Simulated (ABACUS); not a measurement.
NaCl under changes of volume

One of the cells (21.813 Å³/atom); the others are scaled copies at fixed shape and fractional positions:

```
Cl Na
1.0
     0.00000    2.79406    2.79406
     2.79406    0.00000    2.79406
     2.79406    2.79406    0.00000
Cl Na
1 1
Direct
  0.50000 0.50000 0.50000
  0.00000 0.00000 0.00000
```

The cell is a database's computed one.

* Program: ABACUS 3.10.1
* Functional: PBE
* Potentials or basis: PseudoDojo NC SR 0.4.1 PBE standard
* Cutoff: 1211 eV
* Density cutoff: 4844 eV
* Basis: plane waves
* k mesh: 8 × 8 × 8
* Occupations: fermi-dirac, width 0.05 eV
* Spin: no spin polarisation

```tsv
volume (Å³/atom)	energy over the lowest point (meV/atom)	pressure (GPa)	gap on the mesh (eV)
20.504	27.40	3.7	5.48
20.940	18.30	2.9	5.39
21.376	11.27	2.2	5.30
21.813	6.11	1.6	5.22
22.249	2.62	1.0	5.14
22.685	?	?	?
23.121	0.00	0.0	4.99
```

What does the run at 22.685 Å³/atom give?

Energy over the lowest point 0.63 meV/atom; pressure 0.5 GPa; gap on the mesh 5.06 eV.

Worked out: A Birch-Murnaghan fit of order 3 (a polynomial in V^(-2/3)) to the other rows has its minimum at 23.12 Å³/atom, just outside them, with B0 = V·E''(V) = 24 GPa and B' = 4.7. It gives 0.64 meV/atom at 22.685 Å³/atom, against the run's 0.63, and -dE/dV = 0.5 GPa, against 0.5. A straight line through the other rows of the gap, of slope -4.08 eV per unit of ln V (its deformation potential), gives 5.06 eV, against the run's 5.06.

Energies are extrapolated to zero smearing.
